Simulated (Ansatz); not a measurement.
# MgB2 (P1) in Ansatz: convergence with k mesh

Aim: find how far k mesh must go before the results for MgB2 settle, at r2SCAN. This setting moves, with any that are tied to it; all else stays.

Everything below comes from runs of Ansatz 0.2.0. Logs are shortened: lines on timing, memory, paths and dates and some standing lists are left out, and cuts for length are marked.

## (1) The cell of the first run

The typed cell holds 3 atoms: a = 3.085 Å, b = 3.085 Å, c = 3.523 Å, α = 90.00°, β = 90.00°, γ = 120.00°.

The cell isn't the ideal one: atoms moved at random, drawn with an rms of 0.05 Å.

## (2) With k mesh 3 × 3 × 2

Contents of input.yaml:

```yaml
crystal:
  lattice:
    - [3.085, 0.0, 0.0]
    - [-1.5425, 2.6716883707, 0.0]
    - [0.0, 0.0, 3.523]
  atoms:
    - { symbol: Mg, position: [0.019588, -0.006413, -0.009805] }
    - { symbol: B, position: [0.664408, 0.32161, 0.49171] }
    - { symbol: B, position: [0.336374, 0.666392, 0.509255] }
hamiltonian:
  xc: r2scan
  pseudopotentials: { kind: paw }
kpoints:
  mp_grid: { grid: [3, 3, 2] }
scf:
  occupations: { method: gaussian, width: 0.05 }
output:
  forces: true
  stress: true
  eigenvalues: true
```

Potentials or basis: Ansatz PAW.

Started as:

```sh
> ansatz run input.yaml --threads 2 --pin off --max-ram 5632MiB --backend cpu --events-out ev --progress --plain --runs-dir out
```

It took 3.1 s on 2 threads of Intel Xeon at 2.50GHz (Skylake/Cascade Lake), shared host; peak memory 0.35 GiB.

What came out:

| Item | Value |
| --- | --- |
| Free energy | -2239.5271 eV |
| Pressure | -1.3 GPa |
| Largest force | 1.006 eV/Å |
| Band gap on the k mesh | none (metal or under the smearing width) |

## (3) With k mesh 4 × 4 × 3

input.yaml: that of step 2 with these lines changed.

```diff
@@ -13,3 +13,3 @@
 kpoints:
-  mp_grid: { grid: [3, 3, 2] }
+  mp_grid: { grid: [4, 4, 3] }
 scf:
```

Potentials or basis: Ansatz PAW.

Started as:

```sh
> ansatz run input.yaml --threads 2 --pin off --max-ram 5632MiB --backend cpu --events-out ev --progress --plain --runs-dir out
```

Wall time 3.5 s (2 threads of Intel Xeon at 2.50GHz (Skylake/Cascade Lake), shared host); peak memory 0.36 GiB.

What came out:

| Property | Result |
| --- | --- |
| Free energy | -2239.8891 eV |
| Pressure | -2.0 GPa |
| Largest force | 0.744 eV/Å |
| Band gap on the k mesh | none (metal or under the smearing width) |

## (4) With k mesh 5 × 5 × 4

input.yaml: that of step 3 with these lines changed.

```diff
@@ -13,3 +13,3 @@
 kpoints:
-  mp_grid: { grid: [4, 4, 3] }
+  mp_grid: { grid: [5, 5, 4] }
 scf:
```

Started as:

```sh
> ansatz run input.yaml --threads 2 --pin off --max-ram 5632MiB --backend cpu --events-out ev --progress --plain --runs-dir out
```

It took 5.1 s on 2 threads of Intel Xeon at 2.50GHz (Skylake/Cascade Lake), shared host; peak memory 0.38 GiB.

Results:

* Free energy: -2240.0289 eV
* Pressure: -2.1 GPa
* Largest force: 0.823 eV/Å
* Band gap on the k mesh: none (metal or under the smearing width)

## (5) With k mesh 6 × 6 × 4

input.yaml: that of step 4 with these lines changed.

```diff
@@ -13,3 +13,3 @@
 kpoints:
-  mp_grid: { grid: [5, 5, 4] }
+  mp_grid: { grid: [6, 6, 4] }
 scf:
```

Started as:

```sh
> ansatz run input.yaml --threads 2 --pin off --max-ram 5632MiB --backend cpu --events-out ev --progress --plain --runs-dir out
```

Wall time 5.7 s (2 threads of Intel Xeon at 2.50GHz (Skylake/Cascade Lake), shared host); peak memory 0.4 GiB.

Results:

```yaml
Free_energy: -2240.0138 eV
Pressure: -1.9 GPa
Largest_force: 0.899 eV/Å
Band_gap_on_the_k_mesh: none (metal or under the smearing width)
```

## (6) With k mesh 7 × 7 × 6

input.yaml: that of step 5 with these lines changed.

```diff
@@ -13,3 +13,3 @@
 kpoints:
-  mp_grid: { grid: [6, 6, 4] }
+  mp_grid: { grid: [7, 7, 6] }
 scf:
```

Potentials or basis: Ansatz PAW.

Started as:

```sh
> ansatz run input.yaml --threads 2 --pin off --max-ram 5632MiB --backend cpu --events-out ev --progress --plain --runs-dir out
```

It took 9.6 s on 2 threads of Intel Xeon at 2.50GHz (Skylake/Cascade Lake), shared host; peak memory 0.45 GiB.

Results (log left out):

* Free energy: -2240.0268 eV
* Pressure: -2.0 GPa
* Largest force: 0.758 eV/Å
* Band gap on the k mesh: none (metal or under the smearing width)

## (7) With k mesh 9 × 9 × 7

input.yaml: that of step 6 with these lines changed.

```diff
@@ -13,3 +13,3 @@
 kpoints:
-  mp_grid: { grid: [7, 7, 6] }
+  mp_grid: { grid: [9, 9, 7] }
 scf:
```

Started as:

```sh
> ansatz run input.yaml --threads 2 --pin off --max-ram 5632MiB --backend cpu --events-out ev --progress --plain --runs-dir out
```

It took 16 s on 2 threads of Intel Xeon at 2.50GHz (Skylake/Cascade Lake), shared host; peak memory 0.51 GiB.

It converged, with:

* Free energy: -2240.0282 eV
* Pressure: -1.8 GPa
* Largest force: 0.775 eV/Å
* Band gap on the k mesh: none (metal or under the smearing width)

## (8) With k mesh 11 × 11 × 9

input.yaml: that of step 7 with these lines changed.

```diff
@@ -13,3 +13,3 @@
 kpoints:
-  mp_grid: { grid: [9, 9, 7] }
+  mp_grid: { grid: [11, 11, 9] }
 scf:
```

Started as:

```sh
> ansatz run input.yaml --threads 2 --pin off --max-ram 5632MiB --backend cpu --events-out ev --progress --plain --runs-dir out
```

It took 35 s on 2 threads of Intel Xeon at 2.50GHz (Skylake/Cascade Lake), shared host; peak memory 0.64 GiB.

The run converged. Its results:

```yaml
Free_energy: -2240.0208 eV
Pressure: -1.9 GPa
Largest_force: 0.759 eV/Å
Band_gap_on_the_k_mesh: none (metal or under the smearing width)
```

## (9) With k mesh 14 × 14 × 10

input.yaml: that of step 8 with these lines changed.

```diff
@@ -13,3 +13,3 @@
 kpoints:
-  mp_grid: { grid: [11, 11, 9] }
+  mp_grid: { grid: [14, 14, 10] }
 scf:
```

Potentials or basis: Ansatz PAW.

Started as:

```sh
> ansatz run input.yaml --threads 2 --pin off --max-ram 5632MiB --backend cpu --events-out ev --progress --plain --runs-dir out
```

It took 70 s on 2 threads of Intel Xeon at 2.50GHz (Skylake/Cascade Lake), shared host; peak memory 0.84 GiB.

The run converged. Its results:

| Property | Result |
| --- | --- |
| Free energy | -2240.0195 eV |
| Pressure | -1.9 GPa |
| Largest force | 0.767 eV/Å |
| Band gap on the k mesh | none (metal or under the smearing width) |

## (10) With k mesh 16 × 16 × 12

input.yaml: that of step 9 with these lines changed.

```diff
@@ -13,3 +13,3 @@
 kpoints:
-  mp_grid: { grid: [14, 14, 10] }
+  mp_grid: { grid: [16, 16, 12] }
 scf:
```

Potentials or basis: Ansatz PAW.

Started as:

```sh
> ansatz run input.yaml --threads 2 --pin off --max-ram 5632MiB --backend cpu --events-out ev --progress --plain --runs-dir out
```

The log of the run:

```text
Warning: RAYON_NUM_THREADS=2 ignored (pool sized by the plan → 2); use --threads N
Engine: ansatz 0.2.0, x86_64-unknown-linux-gnu
Pseudopotentials: kind: paw
Pseudopotential: Mg, paw, valence charge 10, recommended cutoff 500 eV (meta_gga), Mg.paw.azcp
Pseudopotential: B, paw, valence charge 3, recommended cutoff 500 eV (meta_gga), B.paw.azcp
Functional definition: r2SCAN
  parameter k0 = 0.174
  parameter k1 = 0.065
  parameter a1 = 4.9479
  exchange = r2scan_x(k0 = k0, k1 = k1, a1 = a1)
  correlation = r2scan_c
Crystal: 3 atoms, lattice volume = 29.037 Å³
Basis set: ecut = 500 eV, 757 PW (Γ), exchange–correlation on 96×96×108 points (64 copies of the dense FFT grid, shifted against one another)
Bands: 12, of which v1, the nominal top of the filled ones, is band 8 counted from 1 (7 counted from 0)
Symmetry: 1 space group operations
Space group: P1 (ITA 1), of the structure as read, at distance tolerance 3.1e-5 Å
k-points: 1540 of 3072 (time reversal used)
Non-local potential: Mg, projectors of the file, l = 0: 3, l = 1: 2, l = 2: 1
Non-local potential: B, projectors of the file, l = 0: 2, l = 1: 2, l = 2: 1
PAW form: soft (Blöchl's): semilocal exchange-correlation on the pseudo side does not see the compensation charge
PAW frozen core: Mg, regenerated for the run's functional (the file was generated under x = pbe(κ = 0.804, μ = 0.2195149727645171), c = pbe(β = 0.06672455060314922))
PAW frozen core: B, regenerated for the run's functional (the file was generated under x = pbe(κ = 0.804, μ = 0.2195149727645171), c = pbe(β = 0.06672455060314922))
PAW one-centre angular grid: Mg, 302 points (default); XC on 224 Gauss nodes
PAW one-centre angular grid: B, 302 points (default); XC on 160 Gauss nodes
Initial density: superposition of atomic densities (neutral atoms: chi_scale 0, normalization atom), corrected by the library's trained network
Initial wavefunctions: pseudopotential atomic-orbital guess
Functional: x = r2scan, c = r2scan; τ floored in thin density (d = 2e-4 eV/Å³)
SCF iter   1: F=—  HF=-2239.958747 eV  |F-HF|=—  |Δ(HF+E_count)|=         —  Δρ=7.35e-3  dr2=5.43e-3  dr2_τ=2.19e-1  ethr=1.77e-3  ⟨swp⟩=5.6  Hψ=107813  notcnv=0
preconditioner: auto → none  [metal: Δε(μ)=0.002 eV  Ē_g=11.944 eV  σ=0.050 eV  W_gap=0.03  n_scr=8 (ndim 8)  ℏωp=19.5 eV  f_vac=0.000  D(μ)=0.78/eV (n_scr^D=2)  sad-step TF]
SCF iter   2: F=—  HF=-2240.021585 eV  |F-HF|=—  |Δ(HF+E_count)|=   6.28e-2  Δρ=4.06e-3  dr2=2.80e-3  dr2_τ=5.28e-5  ethr=3.39e-5  ⟨swp⟩=2.0  Hψ=49171  notcnv=0  defer=109
SCF iter   3: F=—  HF=-2240.022282 eV  |F-HF|=—  |Δ(HF+E_count)|=   6.97e-4  Δρ=1.19e-3  dr2=3.36e-4  dr2_τ=1.15e-5  ethr=1.75e-5  ⟨swp⟩=2.2  Hψ=26200  notcnv=0  defer=109
SCF iter   4: F=—  HF=-2240.022264 eV  |F-HF|=—  |Δ(HF+E_count)|=   1.79e-5  Δρ=2.64e-4  dr2=1.31e-5  dr2_τ=1.19e-6  ethr=2.10e-6  ⟨swp⟩=2.1  Hψ=23320  notcnv=0  defer=109
SCF iter   5: F=—  HF=-2240.022271 eV  |F-HF|=—  |Δ(HF+E_count)|=   6.87e-6  Δρ=4.53e-5  dr2=3.15e-7  dr2_τ=2.17e-8  ethr=8.16e-8  ⟨swp⟩=2.4  Hψ=24974  notcnv=0  defer=109
SCF iter   6: F=-2240.022272 eV  HF=-2240.022272 eV  |F-HF|=1.41e-9  |Δ(HF+E_count)|=   4.46e-7  Δρ=7.33e-6  dr2=2.56e-8  dr2_τ=3.03e-10  ethr=6.25e-10  ⟨swp⟩=5.7  Hψ=82249  notcnv=0
SCF 1 converged in 6 iterations: F = -2240.022272 eV  dr2 = 2.56e-8
SCF converged after 6 iterations
Free energy (F): -2240.022272 eV
Harris-Foulkes:  -2240.022272 eV  (|F-HF|=1.41e-9)
Internal energy: -2240.021280 eV  (E = F + TS)
E sigma→0 (E₀):  -2240.021776 eV
Entropy (-TS):   -0.000992 eV (-0.331 meV/atom)
Fermi energy:    9.232786 eV
--- Per-component energies (eV) ---
  E_band       = -310.485538
  E_kinetic    = 172.988817
  E_local      = -1522.592261  (includes V_loc(G=0)·N_el)
  E_nonlocal   = 117.901256
  E_hartree    = 542.709202
  E_xc         = -90.614618
  E_vxc        = -122.710799  (∫ρ·V_xc dr)
  E_paw        = -455.830696  (= ΣΔE_a)
  E_vpaw       = -47.952235  (= ΣTr[D̂ρ^β])
  E_aug_tail   = -0.000005  (compensation charges beyond the density's cutoff)
  E_vtau       = 6.459884  (kinetic-family band-sum trace: ∫τ·v_τ [+ j·A + Jᵃ·Aᵃ] dr)
  E_ewald      = -1004.519884
  E_core_change = -0.063092  (= ΣΔE_core)
  E_smearing   = -0.000992  (= −TS)
  E_closure    = -0.000000  (closes the sum)
  Σ components = -2240.022272   (vs F -2240.022272, Δ=0.00e0)
--- Forces (eV/Å), atoms counted from 1 ---
  atom   1  Mg    -0.29516719     0.00663508     0.24065528
  atom   2  B      0.14195882     0.20826162     0.48805201
  atom   3  B      0.15320703    -0.21490042    -0.72875024
  max |Σ_I F_I| component: 4.30e-5 eV/Å
--- Stress (GPa, compression-positive) ---
       -2.708963      -0.005775      -0.305892
       -0.005775      -1.877555       0.056738
       -0.305892       0.056738      -1.130134
  P = ⅓ Tr σ = -1.9056 GPa (-19.056 kbar)
--- Band table (eV; the first three rows and the last of 1540) ---
  k-point 0: bands = ["-68.9762", "-34.0772", "-34.0758", "-34.0603", "-3.9875", "6.1168", "9.4155", "9.8313", "11.1885", "15.6199", "16.0961", "17.6790"]
  k-point 1: bands = ["-68.9762", "-34.0772", "-34.0758", "-34.0608", "-3.9256", "5.6224", "9.4401", "9.8565", "11.8342", "15.6384", "16.1162", "17.6866"]
  k-point 2: bands = ["-68.9762", "-34.0771", "-34.0757", "-34.0622", "-3.7455", "4.5777", "9.5072", "9.9267", "13.3324", "15.6902", "16.1723", "17.7090"]
  k-point 1539: bands = ["-68.9728", "-34.1147", "-34.0857", "-34.0608", "1.0153", "1.9300", "5.4666", "7.1786", "8.0712", "15.2192", "18.6864", "18.8946"]
```

Run time: 99 s. Hardware: 2 threads of Intel Xeon at 2.50GHz (Skylake/Cascade Lake), shared host; peak memory 1.1 GiB.

Results:

| Property | Result |
| --- | --- |
| Free energy | -2240.0223 eV |
| Pressure | -1.9 GPa |
| Largest force | 0.775 eV/Å |
| Band gap on the k mesh | none (metal or under the smearing width) |

## (11) The series at a glance

```csv
k mesh,"energy less the tightest run, at zero smearing (meV/atom)",pressure (GPa),largest force (eV/Å),SCF cycles,CPU time (s),peak memory (GiB)
3 × 3 × 2,165.16,-1.32,1.006,8,5.4,0.35
4 × 4 × 3,44.32,-2.05,0.744,6,6.3,0.36
5 × 5 × 4,-2.19,-2.11,0.823,6,9.3,0.38
6 × 6 × 4,2.89,-1.88,0.899,6,11,0.4
7 × 7 × 6,-1.40,-2.02,0.758,6,18,0.45
9 × 9 × 7,-2.00,-1.84,0.775,6,31,0.51
11 × 11 × 9,0.50,-1.95,0.759,6,63,0.64
14 × 14 × 10,0.92,-1.85,0.767,6,110,0.84
16 × 16 × 12,0.00,-1.91,0.775,6,170,1.1
```

Against the tightest run, the energy stays within 1 meV/atom from 11 × 11 × 9 on; the pressure stays within 0.1 GPa from 9 × 9 × 7 on. Not settled before the last step: the largest force (to 0.005 eV/Å). Meshes of other sizes hit other points, so gaps and Fermi surfaces needn't settle smoothly. The tightest run that finished is the yardstick and may itself not be fully converged.

Caveats: the PAW data sets come from PBE, with cores solved anew for the run's functional, which leaves a small shift of forces and pressure.
